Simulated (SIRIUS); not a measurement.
Runs of SIRIUS 7.12.0 on SiNi. Symmetry: Pmmn, No. 59, orthorhombic system. The conventional cell has a = 2.943 Å, b = 3.280 Å, c = 4.677 Å, α = 90.00°, β = 90.00°, γ = 90.00°. Ni (site symmetry mm2) has 6 Si at 2.34 to 2.37 Å and 4 Ni at 2.65 Å as nearest neighbours. Si (site symmetry mm2) has 6 Ni at 2.34 to 2.37 Å and 4 Si at 2.65 Å as nearest neighbours. The cell is a database's computed one.

```csv
level,cell,k mesh,cutoff (eV),muffin tin radii,basis cutoff (gk_cutoff),reference energy of the basis,smallest sphere radius times basis cutoff,gap on the mesh (eV),moment (μB),largest force (eV/Å)
BLYP,as given,4 × 4 × 3,213,"Ni 2.22, Si 2.12 bohr",3.96 1/bohr,0.34 Ha,8.4,none,0.00,0.14
PBE,as given,4 × 4 × 3,213,"Ni 2.22, Si 2.12 bohr",3.96 1/bohr,0.34 Ha,8.4,none,0.00,0.05
revPBE,as given,4 × 4 × 3,213,"Ni 2.22, Si 2.12 bohr",3.96 1/bohr,0.34 Ha,8.4,none,0.00,(a)
PBE,atoms moved at random,6 × 5 × 4,220,"Ni 2.19, Si 2.1 bohr",4.02 1/bohr,0.41 Ha,8.44,none,0.00,0.49
RPBE,as given,4 × 4 × 3,213,"Ni 2.22, Si 2.12 bohr",3.96 1/bohr,0.34 Ha,8.4,none,0.00,0.12
```

Alike in all rows: task single point; potentials or basis all-electron FP-LAPW, apw+lo standard; spin collinear, ferromagnetic start; smearing fermi-dirac 0.05 eV; the mesh is coarse, so values aren't converged.

Task: Estimate the missing entries.

Result: (a) 0.09.

Caveats: all runs use coarse meshes.

A gap of «none» marks a metal or a gap under the smearing width.
